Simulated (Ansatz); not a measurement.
# SiNi3 (Pm-3m) in Ansatz: relaxation of cell and atoms with LDA

Aim: the relaxation of cell and atoms of SiNi3 with LDA.

Program: Ansatz 0.2.0. These are calculated values, not measurements. Logs are shortened: lines on timing, memory, paths and dates and some standing lists are left out, and cuts for length are marked.

### Step 1. Starting point

The structure is cubic, space group Pm-3m (No. 221). Conventional cell: a = 3.542 Å, b = 3.542 Å, c = 3.542 Å, α = 90.00°, β = 90.00°, γ = 90.00°. Ni (site symmetry 4/mmm) is surrounded by 8 Ni at 2.50 Å and 4 Si at 2.50 Å. Around Si (site symmetry m-3m) lie 12 Ni at 2.50 Å.

### Step 2. Relaxation of cell and atoms, LDA, collinear spin, ferromagnetic start

Contents of input.yaml:

```yaml
crystal:
  lattice:
    - [3.542, 0.0, 0.0]
    - [0.0, 3.542, 0.0]
    - [0.0, 0.0, 3.542]
  atoms:
    - { symbol: Ni, position: [0.5, 0.5, 0.0], spin: 1.0 }
    - { symbol: Ni, position: [0.5, 0.0, 0.5], spin: 1.0 }
    - { symbol: Ni, position: [0.0, 0.5, 0.5], spin: 1.0 }
    - { symbol: Si, position: [0.0, 0.0, 0.0] }
hamiltonian:
  xc: lda
  pseudopotentials: { kind: paw }
magnetization:
  spin_polarized: true
kpoints:
  mp_grid: { grid: [8, 8, 8] }
scf:
  occupations: { method: fermi_dirac, width: 0.05 }
output:
  forces: true
  stress: true
  eigenvalues: true
  write_density: true
  write_potential: true
  elf: true
  volumetric_format: npy
relax:
  f_tol: 0.01
  max_steps: 40
  cell: { stress_tol: 0.05 }
```

Potentials or basis: Ansatz PAW.

The run is started by

```console
ansatz run input.yaml --threads 2 --pin off --max-ram 5632MiB --backend cpu --events-out ev --progress --plain --runs-dir out
```

Output:

```text
Warning: RAYON_NUM_THREADS=2 ignored (pool sized by the plan → 2); use --threads N
Engine: ansatz 0.2.0, x86_64-unknown-linux-gnu
Pseudopotentials: kind: paw
Pseudopotential: Ni, paw, valence charge 18, recommended cutoff 420 eV (normal), Ni.paw.azcp
Pseudopotential: Si, paw, valence charge 4, recommended cutoff 420 eV (normal), Si.paw.azcp
Functional definition: SPW92
  exchange = slater_x
  correlation = pw_c
Crystal: 4 atoms, lattice volume = 44.437 Å³
Basis set: ecut = 420 eV, 895 PW (Γ)
Bands: 37, of which v1, the nominal top of the filled ones, is band 29 counted from 1 (28 counted from 0)
Symmetry: 48 space group operations
Space group: Pm-3m (ITA 221), of the structure as read, at distance tolerance 3.5e-5 Å
Magnetic group: BNS 221.92 (UNI 1594), of the structure as read, at distance tolerance 3.5e-5 Å
k-points: 35 of 512
Non-local potential: Ni, projectors of the file, l = 0: 3, l = 1: 2, l = 2: 3, l = 3: 1
Non-local potential: Si, projectors of the file, l = 0: 2, l = 1: 2, l = 2: 2
PAW form: soft (Blöchl's): semilocal exchange-correlation on the pseudo side does not see the compensation charge
PAW frozen core: Ni, regenerated for the run's functional, and the local potential with it (the file was generated under x = pbe(κ = 0.804, μ = 0.2195149727645171), c = pbe(β = 0.06672455060314922))
PAW frozen core: Si, regenerated for the run's functional, and the local potential with it (the file was generated under x = pbe(κ = 0.804, μ = 0.2195149727645171), c = pbe(β = 0.06672455060314922))
PAW one-centre angular grid: Ni, 590 points (default); XC on 64 Gauss nodes
PAW one-centre angular grid: Si, 110 points (default); XC on 64 Gauss nodes
Initial density: superposition of atomic densities (chi_scale 0.1, normalization cell)
Starting moments: Σ|m| = 3 μB on 3 of 4 sites
Initial wavefunctions: pseudopotential atomic-orbital guess
Functional: x = slater, c = lda
SCF iter   1: F=—  HF=-17926.945341 eV  |F-HF|=—  |Δ(HF+E_count)|=         —  Δρ=5.92e-2 (↑5.92e-2 ↓4.07e-2)  dr2=2.02e0  dr2_m=2.08e-1  M=2.056 μB ∫|m|=2.374 μB  β_m=0.30  ethr=3.10e-3  ⟨swp⟩=5.5  Hψ=9137  notcnv=0  defer=2
Mixer restart at iter 1: flushing history
preconditioner: auto → Kerker (q_TF=auto, 2.852 Å⁻¹)  [metal: Δε(μ)=0.051 eV  Ē_g=8.163 eV  σ=0.050 eV  W_gap=0.24  n_scr=18 (ndim 8)  ℏωp=32.5 eV  f_vac=0.000  D(μ)=3.02/eV (n_scr^D=26)]
spin=Collinear: Kerker preconditioning applied to the charge; magnetization (m = ρ↑ − ρ↓) channel mixes plain (no charge-response kernel on spin).
SCF iter   2: F=—  HF=-17926.651288 eV  |F-HF|=—  |Δ(HF+E_count)|=   2.94e-1  Δρ=4.13e-2 (↑2.03e-2 ↓4.13e-2)  dr2=4.21e-1  dr2_m=3.06e-1  M=1.723 μB ∫|m|=2.082 μB  β_m=0.31  ethr=3.10e-3  ⟨swp⟩=2.1  Hψ=4365  notcnv=0  defer=122
SCF iter   3: F=—  HF=-17927.978266 eV  |F-HF|=—  |Δ(HF+E_count)|=    1.33e0  Δρ=4.36e-2 (↑2.04e-2 ↓4.36e-2)  dr2=4.69e-1  dr2_m=3.64e-1  M=1.474 μB ∫|m|=1.863 μB  β_m=0.32  ethr=7.26e-4  ⟨swp⟩=2.7  Hψ=3768  notcnv=0  defer=122
SCF iter   4: F=—  HF=-17928.883638 eV  |F-HF|=—  |Δ(HF+E_count)|=   9.05e-1  Δρ=4.37e-2 (↑1.96e-2 ↓4.37e-2)  dr2=4.59e-1  dr2_m=3.70e-1  M=1.228 μB ∫|m|=1.628 μB  β_m=0.06  ethr=7.26e-4  ⟨swp⟩=2.0  Hψ=3323  notcnv=0  defer=126
SCF iter   5: F=—  HF=-17928.692691 eV  |F-HF|=—  |Δ(HF+E_count)|=   1.91e-1  Δρ=2.92e-2 (↑2.92e-2 ↓2.31e-2)  dr2=1.78e-1  dr2_m=2.20e-1  M=1.259 μB ∫|m|=1.604 μB  β_m=0.18  ethr=7.26e-4  ⟨swp⟩=2.0  Hψ=3313  notcnv=0  defer=126
SCF iter   6: F=—  HF=-17930.369075 eV  |F-HF|=—  |Δ(HF+E_count)|=         —  Δρ=5.22e-2 (↑5.22e-2 ↓2.94e-2)  dr2=1.98e-1  dr2_m=6.50e-1  M=0.120 μB ∫|m|=0.230 μB  β_m=0.60  ethr=3.06e-4  ⟨swp⟩=3.1  Hψ=4805  notcnv=0  defer=125
Mixer restart at iter 6: flushing history
SCF iter   7: F=—  HF=-17930.486804 eV  |F-HF|=—  |Δ(HF+E_count)|=   1.18e-1  Δρ=3.20e-2 (↑1.00e-2 ↓3.20e-2)  dr2=1.96e-1  dr2_m=1.68e-1  M=0.061 μB ∫|m|=0.129 μB  β_m=0.77  ethr=3.06e-4  ⟨swp⟩=2.2  Hψ=3924  notcnv=0  defer=123
SCF iter   8: F=—  HF=-17930.754044 eV  |F-HF|=—  |Δ(HF+E_count)|=   2.67e-1  Δρ=1.92e-2 (↑1.92e-2 ↓5.33e-3)  dr2=1.10e-1  dr2_m=2.45e-2  M=0.028 μB ∫|m|=0.063 μB  β_m=0.75  ethr=3.06e-4  ⟨swp⟩=3.0  Hψ=5472  notcnv=0  defer=124
SCF iter   9: F=—  HF=-17930.718113 eV  |F-HF|=—  |Δ(HF+E_count)|=   3.59e-2  Δρ=1.03e-2 (↑7.72e-3 ↓1.03e-2)  dr2=1.13e-1  dr2_m=6.97e-4  M=0.008 μB ∫|m|=0.021 μB  β_m=0.77  ethr=1.90e-4  ⟨swp⟩=2.5  Hψ=5141  notcnv=0  defer=125
SCF iter  10: F=—  HF=-17930.698662 eV  |F-HF|=—  |Δ(HF+E_count)|=   1.95e-2  Δρ=2.32e-3 (↑1.04e-3 ↓2.32e-3)  dr2=5.07e-3  dr2_m=1.96e-4  M=0.004 μB ∫|m|=0.010 μB  β_m=0.83  ethr=1.90e-4  ⟨swp⟩=2.2  Hψ=3716  notcnv=0  defer=125
SCF iter  11: F=—  HF=-17930.697314 eV  |F-HF|=—  |Δ(HF+E_count)|=   1.35e-3  Δρ=6.62e-4 (↑2.02e-4 ↓6.62e-4)  dr2=3.64e-4  dr2_m=3.20e-5  M=0.001 μB ∫|m|=0.003 μB  β_m=0.89  ethr=8.75e-6  ⟨swp⟩=2.2  Hψ=3516  notcnv=0  defer=125
SCF iter  12: F=—  HF=-17930.697221 eV  |F-HF|=—  |Δ(HF+E_count)|=   9.38e-5  Δρ=1.10e-4 (↑1.10e-4 ↓5.08e-5)  dr2=8.73e-6  dr2_m=6.27e-7  M=0.000 μB ∫|m|=0.000 μB  β_m=0.94  ethr=6.27e-7  ⟨swp⟩=2.0  Hψ=3307  notcnv=0  defer=125
[... 77 lines left out ...]
preconditioner: auto → none  [metal: Δε(μ)=0.090 eV  Ē_g=9.360 eV  σ=0.050 eV  W_gap=0.41  n_scr=6 (ndim 8)  ℏωp=34.1 eV  f_vac=0.001  D(μ)=1.96/eV (n_scr^D=18)]
SCF iter   2: F=—  HF=-17930.984216 eV  |F-HF|=—  |Δ(HF+E_count)|=   2.58e-5  Δρ=3.78e-4 (↑3.78e-4 ↓3.78e-4)  dr2=1.53e-4  dr2_m=9.59e-14  M=-0.000 μB ∫|m|=0.000 μB  β_m=0.25  ethr=1.23e-7  ⟨swp⟩=2.0  Hψ=4280  notcnv=0
SCF iter   3: F=—  HF=-17930.984176 eV  |F-HF|=—  |Δ(HF+E_count)|=   3.97e-5  Δρ=3.70e-5 (↑3.70e-5 ↓3.70e-5)  dr2=1.82e-6  dr2_m=9.08e-14  M=-0.000 μB ∫|m|=0.000 μB  β_m=0.48  ethr=1.23e-7  ⟨swp⟩=2.0  Hψ=3635  notcnv=0
SCF iter   4: F=—  HF=-17930.984189 eV  |F-HF|=—  |Δ(HF+E_count)|=   1.29e-5  Δρ=3.02e-5 (↑3.02e-5 ↓3.02e-5)  dr2=1.28e-6  dr2_m=5.18e-14  M=-0.000 μB ∫|m|=0.000 μB  β_m=0.60  ethr=3.14e-9  ⟨swp⟩=2.1  Hψ=4627  notcnv=0
SCF iter   5: F=—  HF=-17930.984193 eV  |F-HF|=—  |Δ(HF+E_count)|=   3.82e-6  Δρ=2.03e-5 (↑2.03e-5 ↓2.03e-5)  dr2=5.46e-7  dr2_m=1.89e-14  M=0.000 μB ∫|m|=0.000 μB  β_m=0.80  ethr=2.20e-9  ⟨swp⟩=2.0  Hψ=3505  notcnv=0
SCF iter   6: F=—  HF=-17930.984196 eV  |F-HF|=—  |Δ(HF+E_count)|=   2.90e-6  Δρ=8.00e-6 (↑8.00e-6 ↓7.99e-6)  dr2=7.41e-8  dr2_m=4.83e-15  M=0.000 μB ∫|m|=0.000 μB  β_m=0.86  ethr=9.41e-10  ⟨swp⟩=2.1  Hψ=4197  notcnv=0
SCF iter   7: F=—  HF=-17930.984196 eV  |F-HF|=—  |Δ(HF+E_count)|=   1.59e-7  Δρ=1.20e-6 (↑1.20e-6 ↓1.19e-6)  dr2=1.64e-9  dr2_m=3.16e-15  M=0.000 μB ∫|m|=0.000 μB  β_m=0.88  ethr=1.28e-10  ⟨swp⟩=2.5  Hψ=4424  notcnv=0
SCF iter   8: F=—  HF=-17930.984196 eV  |F-HF|=—  |Δ(HF+E_count)|=   2.47e-9  Δρ=8.61e-8 (↑8.61e-8 ↓8.19e-8)  dr2=8.06e-12  dr2_m=2.14e-15  M=0.000 μB ∫|m|=0.000 μB  β_m=0.89  ethr=2.82e-12  ⟨swp⟩=2.1  Hψ=4228  notcnv=0
SCF iter   9: F=-17930.984196 eV  HF=-17930.984196 eV  |F-HF|=7.28e-12  |Δ(HF+E_count)|=  7.28e-12  Δρ=4.02e-8 (↑3.91e-8 ↓4.02e-8)  dr2=1.70e-12  dr2_m=1.10e-16  M=0.000 μB ∫|m|=0.000 μB  ethr=1.00e-12  ⟨swp⟩=4.2  Hψ=11566  notcnv=0
the starting moments were not kept: the SCF closed with an absolute magnetisation of 1.8e-8 μB, where they sum to 3 μB in size (3 sites). That is at most 0.1 of that sum. Measured as dr2_m measures the in/out step, that magnetisation stands 2.2e-16 eV from none, at or under the dr2_threshold of 4.0e-11 eV: it is no larger than a step whose dr2_m would equal this threshold.
SCF 6 converged in 9 iterations: F = -17930.984196 eV  dr2 = 1.70e-12
relax step   6: F+E_penalty+E_count = -17930.98419588 eV  Δ(F+E_penalty+E_count) = +2.048e-3 eV  max|allowed force component| = 1.716e-29 eV/Å  Δτ_max = 0.0000 Å  P = -0.029 GPa  Ω = 40.291 Å³  stress off target by 2.90e-2 GPa  SCF on the basis re-selected at this cell (its energy is not comparable with the rows above)  (9 SCF iters)
basis re-selected at this cell: Δ(F+E_penalty+E_count) = +2.048e-3 eV, ΔP = -0.026 GPa vs the last step (what re-selecting the basis moved, of the pressure what is left beyond the Pulay correction that the steps carried, after the strain that the cell walked since its last selection, with what the two solves' SCF thresholds leave and, on support functions, any second-order correction that the steps lacked; it is no measure of the basis error at this ecutwfc). This SCF's stress stands 2.90e-2 GPa from its target on what of the cell is left free (relax.cell.stress_tol is 5.00e-2 GPa) and its largest allowed force component is 1.72e-29 eV/Å (relax.f_tol is 1.00e-2 eV/Å): within both
SCF converged after 9 iterations
Magnetization: 0.0000 μB (29.0000 up, 29.0000 down)
Absolute magnetization: 0.0000 μB (∫|ρ↑−ρ↓|, with the PAW one-centre terms)
Spin contamination: 0.0000 ħ² per cell (⟨S²⟩ above its minimum at these occupations)
Per-site moments (μB) at R_I (Å): [(4.452882857612583e-9, 0.9999483038003559), (4.452883029784164e-9, 0.9999483038003559), (4.452882906777374e-9, 0.9999483038003559), (-8.602650860215052e-10, 0.9999483038003559)]
Free energy (F): -17930.984196 eV
Harris-Foulkes:  -17930.984196 eV  (|F-HF|=7.28e-12)
Internal energy: -17930.967704 eV  (E = F + TS)
E sigma→0 (E₀):  -17930.975950 eV
Entropy (-TS):   -0.016492 eV (-4.123 meV/atom)
Fermi energy:    18.622492 eV
--- Per-component energies (eV) ---
  E_band       = -779.108294
  E_kinetic    = 904.581473
  E_local      = -11325.617975  (includes V_loc(G=0)·N_el)
  E_nonlocal   = 1940.943879
  E_hartree    = 4832.992772
  E_xc         = -315.300273
  E_vxc        = -384.531850  (∫ρ·V_xc dr)
  E_paw        = -5175.894518  (= ΣΔE_a)
  E_vpaw       = -1580.470423  (= ΣTr[D̂ρ^β])
  E_aug_tail   = 0.001239  (compensation charges beyond the density's cutoff)
  E_ewald      = -8794.060994
  E_core_change = 1.386692  (= ΣΔE_core)
  E_smearing   = -0.016492  (= −TS)
  E_closure    = -0.000000  (closes the sum)
  Σ components = -17930.984196   (vs F -17930.984196, Δ=0.00e0)
--- Forces (eV/Å), atoms counted from 1 ---
  atom   1  Ni     0.00000000    -0.00000000     0.00000000
  atom   2  Ni    -0.00000000    -0.00000000    -0.00000000
  atom   3  Ni     0.00000000    -0.00000000     0.00000000
  atom   4  Si     0.00000000     0.00000000     0.00000000
  max |Σ_I F_I| component: 2.56e-29 eV/Å
--- Stress (GPa, compression-positive) ---
       -0.029003       0.000000       0.000000
        0.000000      -0.029003      -0.000000
        0.000000      -0.000000      -0.029003
  P = ⅓ Tr σ = -0.0290 GPa (-0.290 kbar)
--- Band table (eV; the first three rows and the last of 70) ---
  k-point 0 ↑: bands = ["-83.8835", "-83.8330", "-83.8330", "-44.8052", "-44.8052", "-44.8052", "-44.7264", "-44.7264", "-44.7264", "-44.5347", "-44.5347", "-44.5347", "6.1547", "13.2577", "14.1204", "14.1204", "14.6651", "14.6651", "14.6651", "16.8956", "16.8956", "16.8956", "17.6577", "17.6577", "17.6577", "17.9582", "17.9582", "18.3178", "18.6593", "18.6593", "18.6593", "24.0304", "25.2967", "25.2967", "29.5921", "29.5921", "29.5921"]
  k-point 1 ↑: bands = ["-83.8818", "-83.8346", "-83.8329", "-44.8013", "-44.8013", "-44.7998", "-44.7277", "-44.7277", "-44.7268", "-44.5410", "-44.5374", "-44.5374", "6.3485", "13.2867", "13.8808", "14.2607", "14.6566", "14.6566", "14.7229", "16.5760", "16.5760", "16.8308", "17.1455", "17.7529", "17.7529", "17.9467", "17.9612", "18.2327", "18.6595", "19.0476", "19.0476", "24.3297", "25.2433", "25.9332", "28.9522", "28.9522", "29.1980"]
  k-point 2 ↑: bands = ["-83.8770", "-83.8394", "-83.8329", "-44.7908", "-44.7908", "-44.7858", "-44.7316", "-44.7316", "-44.7277", "-44.5572", "-44.5441", "-44.5441", "6.9114", "12.6033", "13.8356", "14.6142", "14.6142", "14.6450", "14.8799", "16.2461", "16.2461", "16.6153", "16.6567", "17.5779", "17.5779", "17.7092", "17.9050", "18.0461", "18.6600", "20.0979", "20.0979", "24.3944", "25.0966", "27.1695", "27.1862", "27.1862", "29.3107"]
  k-point 34 ↓: bands = ["-83.8496", "-83.8496", "-83.8496", "-44.8332", "-44.8332", "-44.8332", "-44.7582", "-44.6559", "-44.6559", "-44.6559", "-44.4963", "-44.4963", "10.0992", "13.9137", "13.9137", "13.9137", "14.6657", "14.6657", "14.6657", "16.1577", "16.1577", "16.1577", "17.0282", "17.0282", "17.0282", "17.2464", "17.2464", "18.0429", "18.4015", "18.4015", "18.4015", "20.1389", "22.9106", "22.9106", "22.9106", "35.6039", "35.6039"]
--- Relaxed structure (5 steps of the walk, 5 accepted, 1 SCFs on fresh bases) ---
  F+E_penalty+E_count = -17930.98419588 eV   max|allowed force component| = 1.716e-29 eV/Å   (the final SCF, on the basis selected at the relaxed cell)
  cell:  # Å, volume = 40.2908 Å³
    - [3.4282192797731765, 2.528723447488905e-34, 1.2498482868262997e-33]
    - [2.2077351234243654e-34, 3.4282192797731765, -2.4074124304840445e-35]
    - [1.2177494544198459e-33, -2.4074124304840445e-35, 3.4282192797731765]
  atoms:
    - { symbol: Ni, position: [0.5, 0.5, 1.061993766989676e-37] }
    - { symbol: Ni, position: [0.5, -4.955970913070961e-37, 0.5] }
    - { symbol: Ni, position: [6.230363432931006e-36, 0.5, 0.5] }
    - { symbol: Si, position: [-2.8319833785543545e-36, 3.539979223543356e-37, -3.53997922353885e-38] }
```

It took 35 s on 2 threads of Intel Xeon at 2.70GHz, shared host; peak memory 0.43 GiB.

What came out:

```
Free energy                            : -17930.9842 eV
Relaxed volume                         : 10.07 Å³/atom
Relaxed cell                           : a = 3.428 Å, b = 3.428 Å, c = 3.428 Å, α = 90.00°, β = 90.00°, γ = 90.00°
Space group after relaxing (to 0.05 Å) : Pm-3m (No. 221)
Energy gained by relaxing              : 71.7 meV/atom
Ionic steps                            : 6
Pressure after relaxing                : 0.0 GPa
Band gap on the k mesh                 : none (metal or under the smearing width)
Net moment                             : 0.00 μB per cell
Absolute moment                        : 0.00 μB per cell
```

The path:
| step | energy change (eV) | largest force (eV/Å) | volume (Å³) |
| --- | --- | --- | --- |
| 1 | 0.0000 | 0.0000 | 44.44 |
| 2 | -0.2326 | 0.0000 | 42.02 |
| 3 | -0.2867 | 0.0000 | 39.94 |
| 4 | -0.2890 | 0.0000 | 40.32 |
| 5 | -0.2890 | 0.0000 | 40.29 |
| 6 | -0.2870 | 0.0000 | 40.29 |

Final structure:
```
CELL_PARAMETERS angstrom
3.42822 0.00000 0.00000
0.00000 3.42822 0.00000
0.00000 0.00000 3.42822
ATOMIC_POSITIONS crystal
Ni 0.50000 0.50000 0.00000
Ni 0.50000 0.00000 0.50000
Ni 0.00000 0.50000 0.50000
Si 0.00000 0.00000 0.00000
```

Caveat: the plane-wave basis is chosen anew once the cell has moved, so the energies of steps on either side of that aren't comparable; the PAW data sets come from PBE, with cores solved anew for the run's functional, which leaves a small shift of forces and pressure; the starting moments weren't kept.
